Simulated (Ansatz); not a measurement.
**MnSi: strain and displacement**

```
CELL_PARAMETERS angstrom
0.00000 2.42250 2.42250
2.42250 0.00000 2.42250
2.42250 2.42250 0.00000
ATOMIC_POSITIONS crystal
Mn 0.00000 0.00000 0.00000
Si 0.50000 0.50000 0.50000
```

Atom numbers follow the list: Mn1, Si2.

The cell was built from the rocksalt type and relaxed in the same program, and has space group Fm-3m; it needn't be a known or the stable phase.

The magnetic state is the one reached from the start moments; no search over orders was made, so it needn't be the ground state.

These are results of DFT, PBE, PAW with Ansatz's default frozen-core files, scalar-relativistic (Ansatz 0.2.0), not measurements.

Numerical set-up: a Γ-centred 15×15×15 k mesh, Fermi–Dirac smearing of 0.05 eV, cutoff 420 eV, spin-polarised from start moments Mn1 4 μB.

The unchanged cell is at 0.03 GPa, so energy changes include a term −P ΔV where the volume moves.

In a metal, stresses and small energies carry noise from the k mesh.

x, y and z are the Cartesian axes of the cell as listed; fractional coordinates follow a strain, and an engineering shear is twice the off-diagonal strain component.

(1) With this change (x and y strained by -2 %, z held), what becomes of the energy and stress and moment?

(2) With this change (z strained by -1 % at fixed volume), what becomes of the energy and stress and moment?

(3) With this change (atom 1 (Mn) moved by (0.0849, 0.0849, 0.0000) Å), what becomes of the energy and stress and forces and moment?

(4) What force constant does this one finite step give for Mn1 along its displacement (all its periodic images move with it)?

Answers

(1) Energy change +10.1 meV/atom; stress change (xx, yy, zz, yz, xz, xy) 6.04, 6.04, 1.87, 0.00, 0.00, 0.00 GPa, compression positive; moment 2.47 → 2.36 μB.

(2) Energy change +1.2 meV/atom; stress change (xx, yy, zz, yz, xz, xy) -0.79, -0.79, 1.82, 0.00, 0.00, 0.00 GPa, compression positive; moment 2.47 → 2.48 μB.

(3) Energy change +23.9 meV/atom; stress change (xx, yy, zz, yz, xz, xy) 1.31, 1.31, -0.53, 0.00, 0.00, -0.49 GPa, compression positive; change of the force on Mn1 (-0.566, -0.566, 0.000) eV/Å; moment 2.47 → 2.45 μB.

(4) k = −ΔF·u/|u|² = 6.67 eV/Å², so the force pulls the atom back.
